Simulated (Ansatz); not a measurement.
**GaP: phonons with LDA**

GaP:

```
CELL_PARAMETERS angstrom
0.00000 2.72525 2.72525
2.72525 0.00000 2.72525
2.72525 2.72525 0.00000
ATOMIC_POSITIONS crystal
Ga 0.00000 0.00000 0.00000
P 0.75000 0.75000 0.75000
```

```
Program                             : Ansatz 0.2.0
Task                                : phonons
Functional                          : LDA
Potentials or basis                 : Ansatz PAW
Cutoff                              : 420 eV (not typed: the program's choice for these potentials)
k mesh                              : 7 × 7 × 7
Occupations                         : fixed
Spin                                : no spin polarisation
q mesh                              : 2 × 2 × 2
Path                                : [["G", "X", "W", "K", "G", "L", "U", "W", "L", "K"], ["U", "X"]]
Points for each segment of the path : 8
```

* Band gap on the k mesh: 1.44 eV, indirect (least direct gap 1.61 eV)
* Electronic dielectric tensor (diagonal): 10.92
* Born charges (mean of the diagonal): Ga +2.11; P -2.11 e
* Highest phonon frequency, LO-TO splitting left out: 355 cm⁻¹
* Static dielectric tensor (diagonal): 12.98

Levels at points of the mesh, in eV from the valence-band top:
| k point | band 5 | band 6 | band 7 | band 8 | band 9 | band 10 | band 11 | band 12 | band 13 |
| --- | --- | --- | --- | --- | --- | --- | --- | --- | --- |
| (0.00, 0.00, 0.00) | -14.59 | -12.52 | 0.00 | 0.00 | 0.00 | 1.61 | 3.78 | 3.78 | 3.78 |

Phonon frequencies in cm⁻¹ (negative: imaginary):
| q point | frequencies |
| --- | --- |
| (0.000, 0.000, 0.000) | 0 0 0 351 351 351 |
| (0.000, 0.000, -0.500) | 82 82 226 347 347 355 |
| (0.000, -0.500, -0.500) | 105 105 243 345 345 353 |

Electronic dielectric tensor:
```
10.92  0.00  0.00
 0.00 10.92  0.00
 0.00  0.00 10.92
```

Born effective charge tensors (e):
atom 1, Ga
```
2.11 0.00 0.00
0.00 2.11 0.00
0.00 0.00 2.11
```
atom 2, P
```
-2.11  0.00  0.00
 0.00 -2.11  0.00
 0.00  0.00 -2.11
```

Static dielectric tensor, electrons and zone-centre modes:
```
12.98  0.00  0.00
 0.00 12.98  0.00
 0.00  0.00 12.98
```

It took 2.3 min on 2 threads of Arm Neoverse V2, with other jobs on the host, peak memory 0.78 GiB.

The gap isn't set beside the measured one, since this odd mesh misses points on the zone boundary.

Caveat: odd divisions of the mesh miss points on the zone boundary, where band edges often lie, so the gap on the mesh can be too wide; the q mesh is small, so phonon branches between its points and thermal values are rough.
